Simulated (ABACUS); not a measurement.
# Ir (Fm-3m) in ABACUS: further runs, part 2 of 2

ABACUS 3.10.1.

### Step 3. Relaxation of cell and atoms, PW91

INPUT reads:

```
INPUT_PARAMETERS
suffix              Ir
calculation         cell-relax
basis_type          pw
pseudo_dir          ./
symmetry            1
dft_functional      GGA_X_PW91+GGA_C_PW91
ecutwfc             68
pseudo_rcut         10
nspin               1
nbands              13
ks_solver           dav
smearing_method     fd
smearing_sigma      0.00367493
scf_thr             1e-08
scf_nmax            100
mixing_type         broyden
mixing_beta         0.7
cal_force           1
cal_stress          1
relax_nmax          60
force_thr_ev        0.01
relax_method        cg
out_stru            1
stress_thr          0.5
kpar                4
```

STRU reads:

```
ATOMIC_SPECIES
Ir 192.2170 Ir.upf

LATTICE_CONSTANT
5.1193956283

LATTICE_VECTORS
0.0000000000 0.7071067812 0.7071067812
0.7071067812 0.0000000000 0.7071067812
0.7071067812 0.7071067812 0.0000000000

ATOMIC_POSITIONS
Cartesian

Ir
0.0
1
0.0000000000 0.0000000000 0.0000000000 1 1 1
```

KPT reads:

```
K_POINTS
0
Gamma
10 10 10 0 0 0
```

Potentials or basis: PseudoDojo NC SR 0.4.1 PBE standard, plane waves.

Command:

```
$ OMP_NUM_THREADS=1 mpirun -np 4 abacus > log
```

Run time: 14 s. Hardware: 4 MPI ranks of Intel Xeon Platinum 8259CL at 2.50GHz (Skylake/Cascade Lake), shared host; peak memory 0.36 GiB.

The run converged. Its results:

| Property | Result |
| --- | --- |
| Free energy | -3135.9416 eV |
| Relaxed volume | 14.52 Å³/atom |
| Relaxed cell | a = 2.738 Å, b = 2.738 Å, c = 2.738 Å, α = 60.00°, β = 60.00°, γ = 60.00° |
| Space group after relaxing (to 0.05 Å) | Fm-3m (No. 225) |
| Energy gained by relaxing | 17.0 meV/atom |
| Ionic steps | 6 |
| Pressure after relaxing | 0.0 GPa |
| Band gap on the k mesh | none (metal or under the smearing width) |

Step by step:
| step | energy change (eV) | largest force (eV/Å) | pressure (GPa) | volume (Å³) |
| --- | --- | --- | --- | --- |
| 1 | 0.0000 | 0.0000 | 12.20 | 14.06 |
| 2 | 0.1983 | 0.0000 | -31.72 | 16.44 |
| 3 | -0.0169 | 0.0000 | -0.64 | 14.55 |
| 4 | -0.0169 | 0.0000 | -0.69 | 14.55 |
| 5 | -0.0164 | 0.0000 | 2.14 | 14.43 |
| 6 | -0.0170 | 0.0000 | -0.03 | 14.52 |

Final structure:
```
Ir
1.0
     0.00000    1.93631    1.93631
     1.93631    0.00000    1.93631
     1.93631    1.93631    0.00000
Ir
1
Direct
  0.00000 0.00000 0.00000
```

Levels at points of the mesh, in eV from the Fermi level:
```
           k point  band 6  band 7  band 8  band 9  band 10
(0.00, 0.00, 0.00)   -3.80   -3.80   -3.80   -1.22    -1.22
(0.50, 0.50, 0.50)   -3.90   -3.90   -0.71    0.79     0.79
(0.50, 0.50, 0.00)   -7.12    0.76    1.34    1.34     1.66
```

Caveat: the potentials were made for another functional, which shifts forces and pressure.

### Step 4. Single point, PBE

run_abacus.py reads:

```python
"""ABACUS run from a structure file: ASE reads it, the script writes STRU, KPT and INPUT."""
import re
import subprocess
from ase.io import read
from ase.units import Bohr

atoms = read("Ir.xyz")
atoms = atoms[(-atoms.numbers).argsort(kind="stable")]  # ABACUS lists atoms element by element
pseudo = {'Ir': 'ir_pbe_v1.2.uspp.F.UPF'}
orbital = {}
magmoms = None
kmesh = [10, 10, 10]
params = {
    'suffix': 'Ir',
    'calculation': 'scf',
    'basis_type': 'pw',
    'pseudo_dir': './',
    'symmetry': 1,
    'dft_functional': 'pbe',
    'ecutwfc': 40,
    'pseudo_rcut': 10,
    'nspin': 1,
    'nbands': 18,
    'ks_solver': 'dav',
    'smearing_method': 'fd',
    'smearing_sigma': 0.00367493,
    'scf_thr': 1e-08,
    'scf_nmax': 100,
    'mixing_type': 'broyden',
    'mixing_beta': 0.7,
    'cal_force': 1,
    'cal_stress': 1,
    'ecutrho': 320,
    'out_chg': 1,
    'kpar': 4,
}

symbols = atoms.get_chemical_symbols()
elements = list(dict.fromkeys(symbols))
lines = ["ATOMIC_SPECIES"] + [f"{e} {atoms.get_masses()[symbols.index(e)]:.4f} {pseudo[e]}" for e in elements]
if orbital:
    lines += ["", "NUMERICAL_ORBITAL"] + [orbital[e] for e in elements]
lines += ["", "LATTICE_CONSTANT", f"{1 / Bohr:.10f}", "", "LATTICE_VECTORS"]
lines += [" ".join(f"{x:.10f}" for x in v) for v in atoms.cell]
lines += ["", "ATOMIC_POSITIONS", "Direct"]
for e in elements:
    lines += ["", e, "0.0", str(symbols.count(e))]
    for i, p in enumerate(atoms.get_scaled_positions(wrap=False)):
        if symbols[i] == e:
            mag = "" if magmoms is None else " mag " + " ".join(str(x) for x in (magmoms[i] if isinstance(magmoms[i], list) else [magmoms[i]]))
            lines.append(" ".join(f"{x:.10f}" for x in p) + " 1 1 1" + mag)
open("STRU", "w").write("\n".join(lines) + "\n")
open("KPT", "w").write("K_POINTS\n0\nGamma\n%d %d %d 0 0 0\n" % tuple(kmesh))
open("INPUT", "w").write("INPUT_PARAMETERS\n" + "".join(f"{k:<20s}{v}\n" for k, v in params.items()))

done = subprocess.run(['mpirun', '-np', '4', 'abacus'])
if done.returncode:
    raise SystemExit(done.returncode)
log = open("OUT.Ir/running_scf.log").read()
print("final energy (eV):", re.findall(r"FINAL_ETOT_IS (\S+)", log))
```

Ir.xyz reads:

```xyz
1
Lattice="0.0000000000 1.9156000000 1.9156000000 1.9156000000 0.0000000000 1.9156000000 1.9156000000 1.9156000000 0.0000000000" Properties=species:S:1:pos:R:3 pbc="T T T"
Ir     0.0000000000      0.0000000000      0.0000000000
```

Potentials or basis: GBRV ultrasoft 1.5 PBE, plane waves.

Command:

```
$ OMP_NUM_THREADS=1 python run_abacus.py > log
```

running log:

```text
ABACUS v3.10.1

               Atomic-orbital Based Ab-initio Computation at UStc

 ------------------------------------------------------------------------------------

 READING GENERAL INFORMATION
                           global_out_dir = OUT.Ir/
                           global_in_card = INPUT
                               pseudo_dir = ./
                              orbital_dir =
                                    DSIZE = 4
                                    GSIZE = 1

 READING UNITCELL INFORMATION
                                    ntype = 1
                  lattice constant (Bohr) = 1.88973
              lattice constant (Angstrom) = 1

 READING ATOM TYPE 1
                               atom label = Ir
[... 319 lines left out ...]

 STATE ENERGY(eV) AND OCCUPATIONS    NSPIN == 1
 1/12 kpoint (Cartesian) = 0.0000 0.0000 0.0000 (411 pws)
       1       -24.2197     0.00200000
       2       -24.2197     0.00200000
       3       -24.2197     0.00200000
       4        14.0182     0.00200000
       5        21.2032     0.00200000
       6        21.2032     0.00200000
[... 98 lines left out ...]
       5        21.0989     0.00800000
       6        21.0989     0.00800000
[... 10 lines left out ...]
      17        56.2155        0.00000
      18        60.8644        0.00000

[... levels at 6 further k points ...]

------------------------------------------------------------------------------------------
 TOTAL-FORCE (eV/Angstrom)
------------------------------------------------------------------------------------------
                       Ir1         0.0000000000         0.0000000000         0.0000000000
------------------------------------------------------------------------------------------

----------------------------------------------------------------
 TOTAL-STRESS (KBAR)
----------------------------------------------------------------
       105.2317874131        -0.0000000000         0.0000000000
        -0.0000000000       105.2317874131        -0.0000000000
        -0.0000000000         0.0000000000       105.2317874131
----------------------------------------------------------------
 TOTAL-PRESSURE: 105.231787 KBAR

 --------------------------------------------
 !FINAL_ETOT_IS -2473.2328229055083284 eV
 --------------------------------------------
```

Run time: 4.3 s. Hardware: 4 MPI ranks of Intel Xeon Platinum 8488C (Sapphire Rapids), shared host; peak memory 0.36 GiB.

Results:

| Property | Result |
| --- | --- |
| Free energy | -2473.2328 eV |
| Pressure | 10.5 GPa |
| Band gap on the k mesh | none (metal or under the smearing width) |

### Step 5. Summary

| task | level | potentials or basis | cell | cutoff (eV) | max steps of the relaxation | force threshold | optimiser | stress threshold | gap on the mesh (eV) | pressure (GPa) |
| --- | --- | --- | --- | --- | --- | --- | --- | --- | --- | --- |
| single point | PW91 | PseudoDojo NC SR 0.4.1 PBE standard, plane waves | as given | 925 | - | - | - | - | none | 12.2 |
| relaxation of cell and atoms | PW91 | PseudoDojo NC SR 0.4.1 PBE standard, plane waves | relaxed | 925 | 60 | 0.01 eV/Å | cg | 0.5 kbar | none | 0.0 |
| single point | PBE | GBRV ultrasoft 1.5 PBE, plane waves | as given | 544 | - | - | - | - | none | 10.5 |

Alike in all rows: no spin polarisation; k mesh 10 × 10 × 10; smearing fermi-dirac 0.05 eV.

Caveats: the potentials were made for another functional, which shifts forces and pressure (some runs).

Total energies depend on the potentials used, so only differences within one code and one set of settings carry meaning.
